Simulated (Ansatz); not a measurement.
Runs of Ansatz 0.2.0 on PtS2. Symmetry: P-3m1, No. 164, trigonal system. Conventional cell: a = 3.543 Å, b = 3.543 Å, c = 5.039 Å, α = 90.00°, β = 90.00°, γ = 120.00°. Pt (site symmetry -3m) has 6 S at 2.34 Å as nearest neighbours. Around S (site symmetry 3m) lie 3 Pt at 2.34 Å. 

| cell | target pressure (GPa) | gap on the mesh (eV) | pressure (GPa) |
| --- | --- | --- | --- |
| relaxed to 10 GPa | 10 | none | 10.0 |
| relaxed to 30 GPa | 30 | none | 30.0 |
| relaxed | 0 | 1.57 | 0.0 |
| relaxed to 2 GPa | 2 | (a) | 2.0 |
| relaxed to 20 GPa | 20 | none | 20.0 |
| relaxed to 5 GPa | 5 | none | 5.0 |

Alike in all rows: task relaxation of cell and atoms; level PBE; potentials or basis Ansatz PAW; no spin polarisation; k mesh 9 × 9 × 5; cutoff (eV) 420; smearing fermi-dirac 0.05 eV.

Problem. Estimate the missing entries.

Solution. (a) 0.77.

Caveats: the plane-wave basis is chosen anew once the cell has moved, so the energies of steps on either side of that aren't comparable; odd divisions of the mesh miss points on the zone boundary, where band edges often lie, so the gap on the mesh can be too wide (some runs); spin-orbit coupling is left out, which moves the levels of the heavy elements (some runs); this functional lacks dispersion, which binds the layers, so the pressure and a relaxed spacing across them are unreliable, and here the layers came unbound (some runs).

A k mesh can miss the band edges, and the runs leave out spin-orbit coupling on Pt.

A gap of «none» marks a metal or a gap under the smearing width.
